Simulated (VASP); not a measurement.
# MgO in VASP: one cell, several levels of theory

Wurtzite MgO, under +1.0 % strain along z alone is computed at one geometry. Runs: PBE, r2SCAN. The results are then set beside those of Ansatz 0.2.0 for the same cell. This is a trial cell built on a prototype, not taken from a measured structure, and it needn't be the compound's ground state.

The runs shown are made with VASP 6.6.1. PAW datasets, plane waves. Values at 0 K without nuclear motion; spin polarisation is off, and the phase may be a hypothetical one.

## Step 1: The system as given

The cell comes from an earlier relaxation with r2SCAN in another program, then strained, with the atoms relaxed again.

Space group P6_3mc (No. 186), hexagonal; conventional cell a = 3.288 Å, c = 5.085 Å, 11.90 Å³ an atom. Around Mg lie 4 O at 1.98–1.99 Å; around O lie 4 Mg at 1.98–1.99 Å.

As a file:

```
CELL_PARAMETERS angstrom
3.28822 0.00000 0.00000
-1.64411 2.84768 0.00000
0.00000 0.00000 5.08471
ATOMIC_POSITIONS crystal
Mg 0.33333 0.66667 0.99167
Mg 0.66667 0.33333 0.49167
O 0.33333 0.66667 0.38333
O 0.66667 0.33333 0.88333
```

## Step 2: PBE

File INCAR:

```
ENCUT = 520.000000
SIGMA = 0.020000
EDIFF = 1.00e-07
GGA = PE
PREC = Accurate
IBRION = -1
ISIF = 2
ISMEAR = -1
NBANDS = 16
NELM = 120
NSW = 0
LASPH = .TRUE.
LCHARG = .FALSE.
LWAVE = .FALSE.
LREAL = .FALSE.
```

File KPOINTS:

```
KPOINTS created by Atomic Simulation Environment
0
Gamma
12 12 6
0 0 0
```

File KPOINTS_OPT:

```
special points
6
Reciprocal
0.0000000000 0.0000000000 0.0000000000 1
0.5000000000 0.0000000000 0.0000000000 1
0.3333333333 0.3333333333 0.0000000000 1
0.0000000000 0.0000000000 0.5000000000 1
0.5000000000 0.0000000000 0.5000000000 1
0.3333333333 0.3333333333 0.5000000000 1
```

File POSCAR:

```
Mg O
 1.0000000000000000
     3.2882172281021651   -0.0000000000288675    0.0000000000000000
    -1.6441086140260825    2.8476796527125590    0.0000000000000000
     0.0000000000000000    0.0000000000000000    5.0847099375000004
 Mg  O
   2   2
Cartesian
  0.0000000000166667  1.8984531017987500 -0.0423310963688783
  1.6441086140594163  0.9492265508849415  2.5000238723811226
  0.0000000000166667  1.8984531017987500  1.9490973229313788
  1.6441086140594163  0.9492265508849415  4.4914522916813793
```

The run uses the recommended PBE PAW datasets (16 valence electrons a neutral cell).

Started as:

```bash
> mpirun -np 1 vasp_std
```

Standard output, without the iteration lines:

```text
POSCAR found type information on POSCAR MgO
 POSCAR found :  2 types and       4 ions
 LDA part: xc-table for (Slater+PW92), standard interpolation
 POSCAR, INCAR and KPOINTS ok, starting setup
 FFT: planning ... GRIDC
 FFT: planning ... GRID_SOFT
 FFT: planning ... GRID
 WAVECAR not read
 entering main loop
 Start KPOINTS_OPT (optional k-point list driver)
k-point batch [1-6\6]
```

OSZICAR:

```text
N       E                     dE             d eps       ncg     rms          rms(c)
DAV:   1     0.607336279057E+02    0.60734E+02   -0.74949E+03  2432   0.882E+02
DAV:   2    -0.237599457651E+02   -0.84494E+02   -0.78032E+02  3360   0.195E+02
DAV:   3    -0.277926309247E+02   -0.40327E+01   -0.40241E+01  2816   0.446E+01
DAV:   4    -0.278091052936E+02   -0.16474E-01   -0.16474E-01  2960   0.334E+00
DAV:   5    -0.278091880920E+02   -0.82798E-04   -0.82798E-04  2864   0.227E-01    0.117E+01
DAV:   6    -0.235819932431E+02    0.42272E+01   -0.12349E+01  2432   0.262E+01    0.389E+00
DAV:   7    -0.235329038106E+02    0.49089E-01   -0.17083E-01  2464   0.330E+00    0.221E+00
DAV:   8    -0.235287069113E+02    0.41969E-02   -0.96996E-02  2576   0.339E+00    0.506E-01
DAV:   9    -0.235262715692E+02    0.24353E-02   -0.30816E-03  3048   0.510E-01    0.178E-01
DAV:  10    -0.235270228170E+02   -0.75125E-03   -0.15865E-03  2480   0.258E-01    0.300E-02
DAV:  11    -0.235270451876E+02   -0.22371E-04   -0.15222E-05  2872   0.271E-02    0.202E-02
DAV:  12    -0.235270457211E+02   -0.53352E-06   -0.93609E-06  2456   0.263E-02    0.224E-03
DAV:  13    -0.235270457049E+02    0.16261E-07   -0.46682E-07  2840   0.508E-03
   1 F= -.23527046E+02 E0= -.23527046E+02  d E =-.402724E-10
       N       E                     dE             ncg
DAV:   1     0.167253965383E+04   -0.28088E+04      192
DAV:   2     0.122333240937E+04   -0.44921E+03      248
DAV:   3     0.120031412814E+04   -0.23018E+02      240
DAV:   4     0.120020484000E+04   -0.10929E+00      216
DAV:   5     0.120020426300E+04   -0.57700E-03      232
DAV:   6     0.120020425867E+04   -0.43228E-05      240
DAV:   7     0.120020425864E+04   -0.36320E-07      192
```

The lines after F= are the extra pass for the points of KPOINTS_OPT, at fixed density; their E is not a total energy.

Parts of OUTCAR:

```text
k-points           NKPTS =     76   k-points in BZ     NKDIM =     76   number of bands    NBANDS=     16

   NELECT =      16.0000    total number of electrons

   dimension x,y,z NGX =    24 NGY =   24 NGZ =   40
   dimension x,y,z NGXF=    48 NGYF=   48 NGZF=   80

  energy-cutoff  :      520.00
  volume of cell :       47.61
      direct lattice vectors                 reciprocal lattice vectors
     3.288217228 -0.000000000  0.000000000     0.304116161  0.175581547  0.000000000
    -1.644108614  2.847679653  0.000000000     0.000000000  0.351163095  0.000000000
     0.000000000  0.000000000  5.084709938     0.000000000  0.000000000  0.196668052

 k-points in reciprocal lattice and weights: KPOINTS created by Atomic Simulation Env
   0.00000000  0.00000000  0.00000000       0.001
   0.08333333  0.00000000  0.00000000       0.007
   0.16666667  0.00000000  0.00000000       0.007
   0.25000000  0.00000000  0.00000000       0.007
   0.33333333  0.00000000  0.00000000       0.007
   0.41666667  0.00000000  0.00000000       0.007
   0.50000000  0.00000000  0.00000000       0.003
   0.08333333  0.08333333  0.00000000       0.007
[... 68 more k-points ...]

 E-fermi :   1.3681

 k-point     1 :       0.0000    0.0000    0.0000
  band No.  band energies     occupation
      1     -15.1387      2.00000
      2     -14.3843      2.00000
      3      -2.1944      2.00000
      4       0.3986      2.00000
      5       0.3987      2.00000
      6       0.6935      2.00000
      7       0.6935      2.00000
      8       1.0035      2.00000
      9       4.5276      0.00000
     10       9.5266      0.00000
     11      11.2049      0.00000
     12      15.3442      0.00000
     13      15.3442      0.00000
     14      17.1867      0.00000
     15      17.6472      0.00000
     16      17.6472      0.00000

 k-point     2 :       0.0833    0.0000    0.0000
  band No.  band energies     occupation
      1     -15.1039      2.00000
      2     -14.3710      2.00000
      3      -2.1255      2.00000
      4       0.2244      2.00000
      5       0.3509      2.00000
      6       0.4571      2.00000
      7       0.6960      2.00000
      8       0.9835      2.00000
      9       4.8703      0.00000
     10       9.7287      0.00000
     11      11.1459      0.00000
     12      14.3929      0.00000
     13      15.4626      0.00000
     14      17.0877      0.00000
     15      17.6529      0.00000
     16      17.8156      0.00000

 k-point     3 :       0.1667    0.0000    0.0000
  band No.  band energies     occupation
      1     -15.0051      2.00000
      2     -14.3366      2.00000
      3      -1.9254      2.00000
      4      -0.3035      2.00000
      5       0.0344      2.00000
      6       0.2368      2.00000
      7       0.6882      2.00000
      8       0.9177      2.00000
      9       5.6740      0.00000
     10      10.1623      0.00000
     11      11.0433      0.00000
     12      13.0940      0.00000
     13      15.7592      0.00000
     14      15.7925      0.00000
     15      16.6651      0.00000
     16      17.0360      0.00000

 k-point     4 :       0.2500    0.0000    0.0000
  band No.  band energies     occupation
      1     -14.8607      2.00000
      2     -14.2947      2.00000
      3      -1.6171      2.00000
      4      -0.9447      2.00000
      5      -0.3970      2.00000
      6       0.1018      2.00000
      7       0.6606      2.00000
      8       0.7964      2.00000
      9       6.6371      0.00000
     10      10.2076      0.00000
     11      11.0939      0.00000
     12      12.3049      0.00000
     13      14.4742      0.00000
     14      15.9040      0.00000
     15      15.9218      0.00000
     16      16.5741      0.00000

 k-point     5 :       0.3333    0.0000    0.0000
  band No.  band energies     occupation
      1     -14.6994      2.00000
      2     -14.2649      2.00000
      3      -1.5074      2.00000
      4      -1.2264      2.00000
      5      -0.7724      2.00000
      6      -0.0193      2.00000
      7       0.6118      2.00000
      8       0.6235      2.00000
      9       7.5848      0.00000
     10       9.8212      0.00000
     11      10.7310      0.00000
     12      12.3782      0.00000
     13      13.6438      0.00000
     14      15.4276      0.00000
     15      15.5348      0.00000
     16      16.8017      0.00000

[... the tables of k-points 6 to 76 left out ...]

  Total        0.7550918      0.7550918      0.6511567      0.0000000      0.0000000     -0.0000000
  in kB       25.4092910     25.4092910     21.9118111      0.0000000      0.0000000     -0.0000000
  external PRESSURE =      24.2434643 kB  Pullay stress =       0.0000000 kB

 POSITION                                       TOTAL-FORCE (eV/Angst)
 -----------------------------------------------------------------------------------
      0.00000      1.89845      5.04238        -0.000000      0.000000     -0.014300
      1.64411      0.94923      2.50002         0.000000     -0.000000     -0.014300
      0.00000      1.89845      1.94910        -0.000000     -0.000000      0.014300
      1.64411      0.94923      4.49145         0.000000     -0.000000      0.014300
 -----------------------------------------------------------------------------------
    total drift:                               -0.000000     -0.000000      0.001327

  FREE ENERGIE OF THE ION-ELECTRON SYSTEM (eV)
  ---------------------------------------------------
  free  energy   TOTEN  =       -23.5270457049 eV

  energy  without entropy=      -23.5270457048  energy(sigma->0) =      -23.52704570
```

Hardware: 1 MPI rank of Intel Xeon Platinum 8488C, shared host.

The levels at the points of KPOINTS_OPT are read from vasprun.xml.

Near the gap, in eV above the top of the last filled band v; c is the band after it:

| point | v−1 | v | c | c+1 |
| --- | --- | --- | --- | --- |
| Γ | -0.31 | 0.00 | 3.52 | 8.52 |
| M | -0.76 | -0.42 | 7.89 | 8.03 |
| K | -1.12 | -1.12 | 8.34 | 8.42 |
| A | -0.46 | -0.46 | 5.98 | 5.98 |
| L | -0.67 | -0.67 | 7.41 | 7.41 |
| H | -0.35 | -0.35 | 8.54 | 8.54 |

The PBE gap is 3.52 eV, direct at Γ. The pressure is 2.42 GPa, and the largest force is 0.014 eV/Å, on atom 1 (Mg).

## Step 3: r2SCAN at this geometry

File INCAR:

```
ENCUT = 520.000000
SIGMA = 0.010000
EDIFF = 1.00e-07
ALGO = Normal
METAGGA = R2SCAN
PREC = Accurate
IBRION = -1
ISIF = 2
ISMEAR = 0
NBANDS = 16
NELM = 120
NSW = 0
LASPH = .TRUE.
LCHARG = .TRUE.
LELF = .TRUE.
LWAVE = .FALSE.
LREAL = .FALSE.
```

KPOINTS is that of step 2.

KPOINTS_OPT is that of step 2.

POSCAR is that of step 2.

Started as:

```bash
> mpirun -np 1 vasp_std
```

Standard output, without the iteration lines:

```text
POSCAR found type information on POSCAR MgO
 POSCAR found :  2 types and       4 ions
 -----------------------------------------------------------------------------
|                                                                             |
|                                                                             |
|     You enforced a specific xc type in the INCAR file but a different       |
|     I HOPE YOU KNOW WHAT YOU ARE DOING!                                     |
|                                                                             |
 -----------------------------------------------------------------------------

 LDA part: xc-table for (None), standard interpolation
 POSCAR, INCAR and KPOINTS ok, starting setup
 FFT: planning ... GRIDC
 FFT: planning ... GRID_SOFT
 FFT: planning ... GRID
 WAVECAR not read
 entering main loop
 Start KPOINTS_OPT (optional k-point list driver)
k-point batch [1-6\6]
```

OSZICAR:

```text
N       E                     dE             d eps       ncg     rms          rms(c)
DAV:   1     0.518951270702E+02    0.51895E+02   -0.77787E+03  2432   0.915E+02
DAV:   2    -0.363780195448E+02   -0.88273E+02   -0.81649E+02  3368   0.203E+02
DAV:   3    -0.406072128167E+02   -0.42292E+01   -0.42203E+01  2824   0.464E+01
DAV:   4    -0.406255361015E+02   -0.18323E-01   -0.18323E-01  2976   0.357E+00
DAV:   5    -0.406256338653E+02   -0.97764E-04   -0.97764E-04  2864   0.252E-01    0.110E+01
DAV:   6    -0.314953987060E+02    0.91302E+01   -0.77731E+00  2464   0.204E+01    0.307E+00
DAV:   7    -0.318046157569E+02   -0.30922E+00   -0.45752E-01  2688   0.450E+00    0.232E+00
DAV:   8    -0.318635890977E+02   -0.58973E-01   -0.14655E-01  2432   0.420E+00    0.916E-01
DAV:   9    -0.318532070677E+02    0.10382E-01   -0.53048E-02  2672   0.204E+00    0.342E-01
DAV:  10    -0.318526857660E+02    0.52130E-03   -0.54563E-03  2496   0.682E-01    0.320E-02
DAV:  11    -0.318527084262E+02   -0.22660E-04   -0.19933E-04  2632   0.120E-01    0.437E-03
DAV:  12    -0.318527106731E+02   -0.22468E-05   -0.72620E-06  2936   0.197E-02    0.109E-02
DAV:  13    -0.318527086672E+02    0.20058E-05   -0.56000E-06  2504   0.198E-02    0.945E-04
DAV:  14    -0.318527081943E+02    0.47291E-06   -0.14082E-07  2224   0.317E-03    0.250E-04
DAV:  15    -0.318527081524E+02    0.41924E-07   -0.74660E-09  1272   0.740E-04
   1 F= -.31852708E+02 E0= -.31852708E+02  d E =-.327735E-13
       N       E                     dE             ncg
DAV:   1     0.162990784217E+04   -0.28514E+04      192
DAV:   2     0.115994715459E+04   -0.46996E+03      248
DAV:   3     0.113657708350E+04   -0.23370E+02      240
DAV:   4     0.113647117149E+04   -0.10591E+00      216
DAV:   5     0.113647060690E+04   -0.56458E-03      232
DAV:   6     0.113647060250E+04   -0.44089E-05      240
DAV:   7     0.113647060246E+04   -0.39268E-07      192
```

Parts of OUTCAR:

```text
k-points           NKPTS =     76   k-points in BZ     NKDIM =     76   number of bands    NBANDS=     16

   NELECT =      16.0000    total number of electrons

   dimension x,y,z NGX =    24 NGY =   24 NGZ =   40
   dimension x,y,z NGXF=    48 NGYF=   48 NGZF=   80

  energy-cutoff  :      520.00
  volume of cell :       47.61
      direct lattice vectors                 reciprocal lattice vectors
     3.288217228 -0.000000000  0.000000000     0.304116161  0.175581547  0.000000000
    -1.644108614  2.847679653  0.000000000     0.000000000  0.351163095  0.000000000
     0.000000000  0.000000000  5.084709938     0.000000000  0.000000000  0.196668052

 k-points in reciprocal lattice and weights: KPOINTS created by Atomic Simulation Env
   0.00000000  0.00000000  0.00000000       0.001
   0.08333333  0.00000000  0.00000000       0.007
   0.16666667  0.00000000  0.00000000       0.007
   0.25000000  0.00000000  0.00000000       0.007
   0.33333333  0.00000000  0.00000000       0.007
   0.41666667  0.00000000  0.00000000       0.007
   0.50000000  0.00000000  0.00000000       0.003
   0.08333333  0.08333333  0.00000000       0.007
[... 68 more k-points ...]

 E-fermi :   0.6242

 k-point     1 :       0.0000    0.0000    0.0000
  band No.  band energies     occupation
      1     -16.5013      2.00000
      2     -15.7715      2.00000
      3      -2.6103      2.00000
      4      -0.0356      2.00000
      5      -0.0356      2.00000
      6       0.2600      2.00000
      7       0.2600      2.00000
      8       0.5804      2.00000
      9       4.7706      0.00000
     10       9.9660      0.00000
     11      11.6339      0.00000
     12      15.8646      0.00000
     13      15.8646      0.00000
     14      17.7568      0.00000
     15      18.3182      0.00000
     16      18.3182      0.00000

 k-point     2 :       0.0833    0.0000    0.0000
  band No.  band energies     occupation
      1     -16.4676      2.00000
      2     -15.7587      2.00000
      3      -2.5416      2.00000
      4      -0.2057      2.00000
      5      -0.0839      2.00000
      6       0.0389      2.00000
      7       0.2630      2.00000
      8       0.5601      2.00000
      9       5.1026      0.00000
     10      10.1694      0.00000
     11      11.5679      0.00000
     12      14.8885      0.00000
     13      15.9896      0.00000
     14      17.7365      0.00000
     15      18.2861      0.00000
     16      18.4936      0.00000

 k-point     3 :       0.1667    0.0000    0.0000
  band No.  band energies     occupation
      1     -16.3719      2.00000
      2     -15.7254      2.00000
      3      -2.3424      2.00000
      4      -0.7154      2.00000
      5      -0.3781      2.00000
      6      -0.1991      2.00000
      7       0.2560      2.00000
      8       0.4936      2.00000
      9       5.9048      0.00000
     10      10.5910      0.00000
     11      11.4616      0.00000
     12      13.5662      0.00000
     13      16.3005      0.00000
     14      16.3747      0.00000
     15      17.3198      0.00000
     16      17.6267      0.00000

 k-point     4 :       0.2500    0.0000    0.0000
  band No.  band energies     occupation
      1     -16.2322      2.00000
      2     -15.6850      2.00000
      3      -2.0366      2.00000
      4      -1.3486      2.00000
      5      -0.8089      2.00000
      6      -0.3353      2.00000
      7       0.2290      2.00000
      8       0.3714      2.00000
      9       6.8888      0.00000
     10      10.5690      0.00000
     11      11.5372      0.00000
     12      12.7984      0.00000
     13      15.0092      0.00000
     14      16.4291      0.00000
     15      16.6033      0.00000
     16      17.1922      0.00000

 k-point     5 :       0.3333    0.0000    0.0000
  band No.  band energies     occupation
      1     -16.0767      2.00000
      2     -15.6564      2.00000
      3      -1.9172      2.00000
      4      -1.6447      2.00000
      5      -1.1839      2.00000
      6      -0.4575      2.00000
      7       0.1871      2.00000
      8       0.1923      2.00000
      9       7.8668      0.00000
     10      10.1386      0.00000
     11      11.1605      0.00000
     12      12.9302      0.00000
     13      14.1433      0.00000
     14      16.0447      0.00000
     15      16.1388      0.00000
     16      17.4588      0.00000

[... the tables of k-points 6 to 76 left out ...]

  Total       -0.4570740     -0.4570740     -0.5300910      0.0000000      0.0000000     -0.0000000
  in kB      -15.3808135    -15.3808135    -17.8378795      0.0000000      0.0000000     -0.0000000
  external PRESSURE =     -16.1998355 kB  Pullay stress =       0.0000000 kB

 POSITION                                       TOTAL-FORCE (eV/Angst)
 -----------------------------------------------------------------------------------
      0.00000      1.89845      5.04238        -0.000000      0.000000     -0.000634
      1.64411      0.94923      2.50002         0.000000     -0.000000     -0.000634
      0.00000      1.89845      1.94910        -0.000000      0.000000      0.000634
      1.64411      0.94923      4.49145         0.000000      0.000000      0.000634
 -----------------------------------------------------------------------------------
    total drift:                                0.000000      0.000000     -0.003394

  FREE ENERGIE OF THE ION-ELECTRON SYSTEM (eV)
  ---------------------------------------------------
  free  energy   TOTEN  =       -31.8527081524 eV

  energy  without entropy=      -31.8527081524  energy(sigma->0) =      -31.85270815
```

Hardware: 1 MPI rank of Intel Xeon Platinum 8488C, shared host.

The levels at the points of KPOINTS_OPT are read from vasprun.xml.

Levels at the named points, in eV from the top of band v (v: the last filled band by count, c: the next):

| point | v−1 | v | c | c+1 |
| --- | --- | --- | --- | --- |
| Γ | -0.32 | 0.00 | 4.19 | 9.39 |
| M | -0.75 | -0.43 | 8.60 | 8.78 |
| K | -1.12 | -1.12 | 9.03 | 9.15 |
| A | -0.47 | -0.47 | 6.67 | 6.67 |
| L | -0.68 | -0.68 | 8.14 | 8.14 |
| H | -0.35 | -0.35 | 9.26 | 9.26 |

r2SCAN gives a direct gap of 4.19 eV at Γ. Pressure: -1.62 GPa; the forces vanish within 0.01 eV/Å.

Density in a lattice plane of the grid's cell (edges 3.29 and 5.08 Å, at 0.333 of the third edge), which holds Mg and O.

Ten even steps from '0' (0.04 e/Å³) to '9' (7.37 e/Å³):
```
0000000024665210
0000000136997410
0000000126997310
0000000013554210
0000000001111000
0000000000000000
0000000000000000
0000000000000000
0000000000000000
0000000000000000
0000000000000000
0000000000000000
0000000000000000
0000000000000000
0000000000000000
0000000000000000
0000000000000000
0000000000000000
0000000000000000
0000000011221100
```
Columns run along the first of these edges and rows up along the second, over one cell in 16 and 20 even steps from the bottom left corner. Atoms in the plane (fractional): Mg at (0.67, 0.49), O at (0.67, 0.88).

ELF in the same plane.

Ten even steps from '0' (0.00) to '9' (0.84):
```
7300258999889998
7300268998557999
7300258998657998
6200147999999998
4100135799999986
1000013578998763
0000000135665421
0122110001111000
2445431000000001
5677764100000013
7788775300000025
7888876310000025
7788776310000025
6677764210000024
4566543100000012
1233321000000001
0011100011222100
0000001245665431
2100024678888875
5200147899999997
```
Columns run along the first of these edges and rows up along the second, over one cell in 16 and 20 even steps from the bottom left corner. Atoms in the plane (fractional): Mg at (0.67, 0.49), O at (0.67, 0.88).

Both are smooth fields of the valence electrons: close to the nuclei they are not physical.

The highest ELF values outside the cores: 0.85 in the shell around O, 0.7 Å from O.

## Step 4: What came out

| level | gap (eV) | pressure (GPa) | Ansatz: gap (eV) | Ansatz: pressure (GPa) |
| --- | --- | --- | --- | --- |
| PBE | 3.52 | 2.42 | 3.54 | 2.81 |
| r2SCAN | 4.19 | -1.62 | 4.20 | -1.04 |

The gap spans 3.52 eV (PBE) to 4.19 eV (r2SCAN). At this one volume the pressure spans -1.6 GPa (r2SCAN) to 2.4 GPa (PBE): PBE wants the largest cell and r2SCAN the smallest. The two programs agree on the gap within 0.03 eV, far less than the spread between functionals. Each program uses its own PAW datasets and cutoff. VASP's cell holds 16 valence electrons and Ansatz's 32.
